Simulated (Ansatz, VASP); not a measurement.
Given: the input of a run of Ansatz 0.2.0 on Ca.

The input input.yaml:

```yaml
crystal:
  lattice:
    - [4.0323744272, 0.0, 0.0]
    - [-2.0161872136, 3.4921386916, 0.0]
    - [0.0, 0.0, 6.6057993129]
  atoms:
    - { symbol: Ca, position: [0.6666666667, 0.3333333333, 0.75] }
    - { symbol: Ca, position: [0.3333333333, 0.6666666667, 0.25] }
kpoints:
  mp_grid: { grid: [8, 8, 4] }
scf:
  occupations: { method: fermi_dirac, width: 0.05 }
hamiltonian:
  xc: pbe
  pseudopotentials: { kind: all_electron, lapw: { basis_error: 0.0005 } }
output:
  forces: true
  stress: true
  eigenvalues: true
```

Potentials or basis: all-electron LAPW, scalar-relativistic.

Launch:

```console
$ ansatz run input.yaml --threads 1 --pin off --max-ram 3072MiB --backend cpu --events-out ev --progress --plain --runs-dir out
```

Task: Set up the same calculation for VASP 6.6.1. Potentials there: VASP PAW PBE potentials, release 64 (Ca_sv).

Result: As run (the cutoff follows the program's own potentials):

Contents of INCAR:

```
SYSTEM = Ca
ALGO = Normal
EDIFF = 1E-7
ENCUT = 520
GGA = PE
ISIF = 2
ISMEAR = -1
LASPH = .True.
LCHARG = .True.
LELF = .True.
LREAL = .False.
LVHAR = .True.
LWAVE = .False.
NBANDS = 17
NELM = 80
PREC = Accurate
SIGMA = 0.05
```

File KPOINTS:

```
k-points
0
Gamma
  8 8 4
  0 0 0
```

File POSCAR:

```
Ca
1.0
    4.0323744272      0.0000000000      0.0000000000
   -2.0161872136      3.4921386916      0.0000000000
    0.0000000000      0.0000000000      6.6057993129
Ca
2
Direct
    0.6666666667      0.3333333333      0.7500000000
    0.3333333333      0.6666666667      0.2500000000
```

Potentials or basis: VASP PAW PBE potentials, release 64 (Ca_sv).

Run with:

```bash
$ cat potpaw_PBE.64/Ca_sv/POTCAR > POTCAR
$ mpirun -np 1 vasp_std > vasp.out
```

Both were run:

|  | VASP | Ansatz | Ansatz less VASP |
| --- | --- | --- | --- |
| gap on the k mesh at the Fermi level (eV) | none | none | - |
| pressure (GPa) | -1.4 | -1.4 | -0.01 |
| largest component of the traceless stress (GPa) | 0.12 | 0.12 | -0.002 |

A gap of «none» marks a metal or a gap that the smearing closes. Ansatz ran all-electron here, so the differences hold the error of VASP's frozen core and of both bases.
